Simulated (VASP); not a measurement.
# RbBr (Fm-3m) in VASP: settings compared

One crystal, RbBr, is run at these levels: LDA, PBEsol; tasks: single point.

Program: VASP 6.6.1. These are calculated values, not measurements. Logs are shortened: lines on timing, memory, paths and dates and some standing lists are left out, and cuts for length are marked.

### Step 1. The crystal as given

It takes space group Fm-3m (No. 225, cubic). The conventional cell has a = 6.854 Å, b = 6.854 Å, c = 6.854 Å, α = 90.00°, β = 90.00°, γ = 90.00°. Rb (site symmetry m-3m) has 6 Br at 3.43 Å as nearest neighbours. Around Br (site symmetry m-3m) lie 6 Rb at 3.43 Å.

### Step 2. Single point, LDA

Contents of INCAR:

```
PREC = Accurate
ENCUT = 520
EDIFF = 1E-6
ISMEAR = -1
SIGMA = 0.05
LREAL = F
LASPH = T
NELM = 100
ALGO = Normal
ISIF = 2
LWAVE = F
LCHARG = T
GGA = CA
LELF = T
LVHAR = T
NBANDS = 15
```

Contents of KPOINTS:

```
Automatic mesh
0
Gamma
  7 7 7
```

Contents of POSCAR:

```
RbBr
1.0
    0.0000000000      3.4270000000      3.4270000000
    3.4270000000      0.0000000000      3.4270000000
    3.4270000000      3.4270000000      0.0000000000
Rb Br
1 1
Direct
    0.0000000000      0.0000000000      0.0000000000
    0.5000000000      0.5000000000      0.5000000000
```

Potentials or basis: VASP PAW LDA potentials, release 64 (Rb_sv, Br).

On the command line:

```bash
$ cat potpaw_LDA.64/Rb_sv/POTCAR potpaw_LDA.64/Br/POTCAR > POTCAR
$ mpirun -np 1 vasp_std > vasp.out
```

OUTCAR:

```text
PREC = Accurate
   ENCUT = 520
   EDIFF = 1E-6
   ISMEAR = -1
   LREAL = F
   LASPH = T
   NELM = 100
   ISIF = 2
   GGA = CA

 ion  position               nearest neighbor table
   1  0.000  0.000  0.000-   2 3.43   2 3.43   2 3.43   2 3.43   2 3.43   2 3.43
   2  0.500  0.500  0.500-   1 3.43   1 3.43   1 3.43   1 3.43   1 3.43   1 3.43

  LATTYP: Found a face centered cubic cell.
 ALAT       =     6.8540000000

  Lattice vectors:

 A1 = (   0.0000000000,   3.4270000000,   3.4270000000)
 A2 = (   3.4270000000,   0.0000000000,   3.4270000000)
 A3 = (   3.4270000000,   3.4270000000,   0.0000000000)

Analysis of symmetry for initial positions (statically):
=====================================================================
 Subroutine PRICEL returns:
 Original cell was already a primitive cell.

 Routine SETGRP: Setting up the symmetry group for a
 face centered cubic supercell.

 Subroutine GETGRP returns: Found 48 space group operations
 (whereof 48 operations were pure point group operations)
 out of a pool of 48 trial point group operations.

The static configuration has the point symmetry O_h .

Analysis of symmetry for dynamics (positions and initial velocities):
=====================================================================
 Subroutine PRICEL returns:
 Original cell was already a primitive cell.

 Routine SETGRP: Setting up the symmetry group for a
 face centered cubic supercell.

 Subroutine GETGRP returns: Found 48 space group operations
 (whereof 48 operations were pure point group operations)
 out of a pool of 48 trial point group operations.

The dynamic configuration has the point symmetry O_h .

 Subroutine INISYM returns: Found 48 space group operations
 (whereof 48 operations are pure point group operations),
 and found     1 'primitive' translations

----------------------------------------------------------------------------------------

                                     Primitive cell

  volume of cell :      80.4956

  direct lattice vectors                    reciprocal lattice vectors
     0.000000000  3.427000000  3.427000000    -0.145900204  0.145900204  0.145900204
     3.427000000  0.000000000  3.427000000     0.145900204 -0.145900204  0.145900204
     3.427000000  3.427000000  0.000000000     0.145900204  0.145900204 -0.145900204

  length of vectors
     4.846509878  4.846509878  4.846509878     0.252706567  0.252706567  0.252706567

  position of ions in fractional coordinates (direct lattice)
     0.000000000  0.000000000  0.000000000
     0.500000000  0.500000000  0.500000000

  ion indices of the primitive-cell ions
   primitive index   ion index
                 1           1
                 2           2

----------------------------------------------------------------------------------------

 KPOINTS: Automatic mesh

Automatic generation of k-mesh.
 Grid dimensions read from file:
 generate k-points for:    7    7    7

 Generating k-lattice:

  Cartesian coordinates                     Fractional coordinates (reciprocal lattice)
    -0.020842886  0.020842886  0.020842886     0.142857143  0.000000000  0.000000000
     0.020842886 -0.020842886  0.020842886     0.000000000  0.142857143  0.000000000
     0.020842886  0.020842886 -0.020842886     0.000000000  0.000000000  0.142857143

  Length of vectors
     0.036100938  0.036100938  0.036100938

  Shift w.r.t. Gamma in fractional coordinates (k-lattice)
     0.000000000  0.000000000  0.000000000

 Subroutine IBZKPT returns following result:
 ===========================================

 Found     20 irreducible k-points:

 Following reciprocal coordinates:
            Coordinates               Weight
  0.000000  0.000000  0.000000      1.000000
  0.142857  0.000000  0.000000      8.000000
  0.285714  0.000000  0.000000      8.000000
  0.428571  0.000000  0.000000      8.000000
  0.142857  0.142857  0.000000      6.000000
  0.285714  0.142857  0.000000     24.000000
[... 12 lines left out ...]
 -0.428571  0.428571  0.142857     24.000000
 -0.285714  0.428571  0.142857     24.000000
   k-points           NKPTS =     20   k-points in BZ     NKDIM =     20   number of bands    NBANDS=     15
   number of dos      NEDOS =    301   number of ions     NIONS =      2
   total plane-waves  NPLWV =  46656
   dimension x,y,z NGX =    36 NGY =   36 NGZ =   36
   dimension x,y,z NGXF=    72 NGYF=   72 NGZF=   72
   ions per type =               1   1
   NGX,Y,Z   is equivalent  to a cutoff of  12.35, 12.35, 12.35 a.u.
   NGXF,Y,Z  is equivalent  to a cutoff of  24.70, 24.70, 24.70 a.u.
 SYSTEM =  unknown system
   PREC   = accura    normal or accurate (medium, high low for compatibility)
   ISTART =      0    job   : 0-new  1-cont  2-samecut
   ICHARG =      2    charge: 1-file 2-atom 10-const
   ISPIN  =      1    spin polarized calculation?
   LNONCOLLINEAR =      F non collinear calculations
   LSORBIT =      F    spin-orbit coupling
   LASPH  =      T    aspherical Exc in radial PAW
   ENCUT  =  520.0 eV  38.22 Ry    6.18 a.u.   9.01  9.01  9.01*2*pi/ulx,y,z
   NELM   =    100;   NELMIN=  2; NELMDL= -5     # of ELM steps
   EDIFF  = 0.1E-05   stopping-criterion for ELM
   LREAL  =      F    real-space projection
   EDIFFG = 0.1E-04   stopping-criterion for IOM
   NSW    =      0    number of steps for IOM
   IBRION =     -1    ionic relax: 0-MD 1-quasi-New 2-CG
   NFREE  =      0    steps in history (QN), initial steepest desc. (CG)
   ISIF   =      2    stress and relaxation
   ISYM   =      2    0-nonsym 1-usesym 2-fastsym
   POTIM  = 0.5000    time-step for ionic-motion
   TEBEG  =    0.0;   TEEND  =   0.0 temperature during run
   PSTRESS=    0.0 pullay stress
   NELECT =      16.0000    total number of electrons
   NUPDOWN=      -1.0000    fix difference up-down
   EMIN   =  10.00;   EMAX   =-10.00  energy-range for DOS
   EFERMI =   0.00;   METHOD = LEGACY
   ISMEAR =    -1;   SIGMA  =   0.05  broadening in eV -4-tet -1-fermi 0-gaus
   EFERMI_NEDOS =   21; number of points for ismear=-14 and -15
   IALGO  =     38    algorithm
   IMIX   =      4    mixing-type and parameters
     AMIX     =   0.40;   BMIX     =  1.00
     AMIX_MAG =   1.60;   BMIX_MAG =  1.00
  volume/ion in A,a.u.               =      40.25       271.61
  Fermi-wavevector in a.u.,A,eV,Ry     =   0.955412  1.805467 12.419564  0.912812
  Thomas-Fermi vector in A             =   2.084247
   LORBIT       =      0    0 simple, 1 ext, 2 COOP (PROOUT), +10 PAW based schemes
   GGA     = CA    functional components
   LHFCALC =     F    Hartree Fock is set to
   AEXX    =    0.0000 exact exchange contribution
   IVDW    =     0    specifies the selected vdW correction
   LEPSILON=     F    determine dielectric tensor
   LRPA    =     F    only Hartree local field effects (RPA)
 non-spin polarized calculation
  energy-cutoff  :      520.00
  volume of cell :       80.50
 maximum number of plane-waves:      2186
   NGX = 17   NGY = 17   NGZ = 17

 number of electron      15.9999999 magnetization

 Free energy of the ion-electron system (eV)
  ---------------------------------------------------
  ext. energy  EPLUGINS =         0.00000000
  ---------------------------------------------------
  free energy    TOTEN  =        -6.69440037 eV

  energy without entropy =       -6.69440037  energy(sigma->0) =       -6.69440037

 E-fermi :  -0.8715     XC(G=0):  -7.7378

 val. band max:       -1.9552400962   @ k =   0.0000   0.0000   0.0000
 cond. band min:       2.0044617629   @ k =   0.0000   0.0000   0.0000
 fundamental gap:      3.9597018591
 Fermi energy:        -0.8715041494

 k-point     1 :       0.0000    0.0000    0.0000
  band No.  band energies     occupation
      1     -26.2260      2.00000
      2     -14.1654      2.00000
      3     -10.3685      2.00000
      4     -10.3685      2.00000
      5     -10.3685      2.00000
      6      -1.9552      2.00000
      7      -1.9552      2.00000
      8      -1.9552      2.00000
      9       2.0045      0.00000
     10       5.0725      0.00000
     11       5.0725      0.00000
     12       5.0725      0.00000
     13       6.0180      0.00000
     14       6.0180      0.00000
     15       8.5989      0.00000

 k-point     2 :       0.1429    0.0000    0.0000
  band No.  band energies     occupation
      1     -26.2241      2.00000
      2     -14.1734      2.00000
      3     -10.3702      2.00000
      4     -10.3702      2.00000
      5     -10.3606      2.00000
      6      -2.2130      2.00000
      7      -2.0314      2.00000
      8      -2.0314      2.00000
      9       2.5087      0.00000
     10       4.9385      0.00000
     11       5.3176      0.00000
     12       5.3176      0.00000
     13       6.3230      0.00000
     14       6.3230      0.00000
     15       9.3823      0.00000

 k-point     3 :       0.2857    0.0000    0.0000
  band No.  band energies     occupation
      1     -26.2198      2.00000
      2     -14.1910      2.00000
      3     -10.3739      2.00000
      4     -10.3739      2.00000
      5     -10.3431      2.00000
      6      -2.6732      2.00000
      7      -2.1926      2.00000
      8      -2.1926      2.00000
      9       3.5924      0.00000
     10       4.9441      0.00000
     11       6.0141      0.00000
     12       6.0141      0.00000
     13       7.1259      0.00000
     14       7.1259      0.00000
     15       9.8407      0.00000

 k-point     4 :       0.4286    0.0000    0.0000
  band No.  band energies     occupation
      1     -26.2164      2.00000
      2     -14.2050      2.00000
      3     -10.3768      2.00000
      4     -10.3768      2.00000
      5     -10.3291      2.00000
      6      -2.9734      2.00000
      7      -2.3134      2.00000
      8      -2.3134      2.00000
      9       4.4014      0.00000
     10       5.3451      0.00000
     11       7.0043      0.00000
     12       7.0043      0.00000
     13       7.9272      0.00000
     14       7.9272      0.00000
     15       8.7761      0.00000
[... 235 lines left out ...]
 k-point    18 :      -0.4286    0.2857    0.1429
  band No.  band energies     occupation
      1     -26.2144      2.00000
      2     -14.1660      2.00000
      3     -10.4574      2.00000
      4     -10.4364      2.00000
      5     -10.3547      2.00000
      6      -2.7187      2.00000
      7      -2.3262      2.00000
      8      -2.2693      2.00000
      9       4.5917      0.00000
     10       4.9876      0.00000
     11       6.4057      0.00000
     12       6.9993      0.00000
     13       7.6296      0.00000
     14       8.2737      0.00000
     15       8.8810      0.00000

 k-point    19 :      -0.4286    0.4286    0.1429
  band No.  band energies     occupation
      1     -26.2135      2.00000
      2     -14.1347      2.00000
      3     -10.5187      2.00000
      4     -10.4649      2.00000
      5     -10.3865      2.00000
      6      -2.5023      2.00000
      7      -2.3032      2.00000
      8      -2.2029      2.00000
      9       3.9212      0.00000
     10       5.1429      0.00000
     11       6.2243      0.00000
     12       7.0986      0.00000
     13       7.6115      0.00000
     14       8.4288      0.00000
     15       8.9393      0.00000

 k-point    20 :      -0.2857    0.4286    0.1429
  band No.  band energies     occupation
      1     -26.2132      2.00000
      2     -14.1427      2.00000
      3     -10.5150      2.00000
      4     -10.4721      2.00000
      5     -10.3583      2.00000
      6      -2.5287      2.00000
      7      -2.3501      2.00000
      8      -2.2865      2.00000
      9       4.5259      0.00000
     10       5.2179      0.00000
     11       6.0740      0.00000
     12       6.4690      0.00000
     13       8.2403      0.00000
     14       8.4500      0.00000
     15       9.2073      0.00000

------------------------ aborting loop because EDIFF is reached ----------------------------------------

  FORCE on cell =-STRESS in cart. coord.  units (eV):
  Direction    XX          YY          ZZ          XY          YZ          ZX
  --------------------------------------------------------------------------------------
  -------------------------------------------------------------------------------------
  Total       -0.5988306     -0.5988306     -0.5988306      0.0000000      0.0000000     -0.0000000
  in kB      -11.9190671    -11.9190671    -11.9190671      0.0000000      0.0000000     -0.0000000
  external PRESSURE =     -11.9190671 kB  Pullay stress =       0.0000000 kB

 VOLUME and BASIS-vectors are now :
 -----------------------------------------------------------------------------
  energy-cutoff  :      520.00
  volume of cell :       80.50
      direct lattice vectors                 reciprocal lattice vectors
     0.000000000  3.427000000  3.427000000    -0.145900204  0.145900204  0.145900204
     3.427000000  0.000000000  3.427000000     0.145900204 -0.145900204  0.145900204
     3.427000000  3.427000000  0.000000000     0.145900204  0.145900204 -0.145900204

 POSITION                                       TOTAL-FORCE (eV/Angst)
 -----------------------------------------------------------------------------------
      0.00000      0.00000      0.00000         0.000000      0.000000      0.000000
      3.42700      3.42700      3.42700        -0.000000     -0.000000     -0.000000
 -----------------------------------------------------------------------------------
    total drift:                                0.000000      0.000000      0.000000

  FREE ENERGIE OF THE ION-ELECTRON SYSTEM (eV)
  ---------------------------------------------------
  free  energy   TOTEN  =        -6.6944003654 eV

  energy  without entropy=       -6.6944003653  energy(sigma->0) =       -6.69440037
```

It took 18 s on 1 thread of Intel Xeon Platinum 8488C (Sapphire Rapids), shared host; peak memory 0.18 GiB.

What came out:

```yaml
Free_energy: -6.6944 eV
Pressure: -1.2 GPa
Band_gap_on_the_k_mesh: 3.96 eV, direct
```

### Step 3. Single point, PBEsol

Contents of INCAR:

```
PREC     = Accurate       # precision mode
ENCUT    = 520            # plane-wave cutoff, eV
EDIFF    = 1E-6           # SCF threshold, eV
ISMEAR   = -1             # smearing method
SIGMA    = 0.05           # smearing width, eV
LREAL    = F              # projectors in reciprocal space
LASPH    = T              # aspherical terms in the spheres
NELM     = 100            # most SCF steps
ALGO     = Fast           # electronic algorithm
ISIF     = 2              # what is computed and relaxed
LWAVE    = F              # write WAVECAR
LCHARG   = F              # write CHGCAR
GGA      = PS             # functional
NBANDS   = 15             # bands
```

KPOINTS is that of step 2.

POSCAR is that of step 2.

Potentials or basis: VASP PAW PBE potentials, release 64 (Rb_sv, Br).

On the command line:

```bash
$ cat potpaw_PBE.64/Rb_sv/POTCAR potpaw_PBE.64/Br/POTCAR > POTCAR
$ mpirun -np 1 vasp_std > vasp.out
```

It took 22 s on 1 thread of Intel Xeon Platinum 8488C (Sapphire Rapids), shared host; peak memory 0.2 GiB.

The run converged. Its results:

```yaml
Free_energy: -6.3554 eV
Pressure: 0.0 GPa
Band_gap_on_the_k_mesh: 4.21 eV, direct
```

Levels at points of the mesh, in eV from the valence-band top:
```
           k point  band 4  band 5  band 6  band 7  band 8  band 9  band 10  band 11  band 12  band 13
(0.00, 0.00, 0.00)   -8.44   -8.44    0.00    0.00    0.00    4.21     7.20     7.20     7.20     8.09
```

Caveat: the PAW data sets were made with another functional, which shifts forces and pressure a little; an odd mesh through Γ misses points on the zone boundary, where band edges often lie.
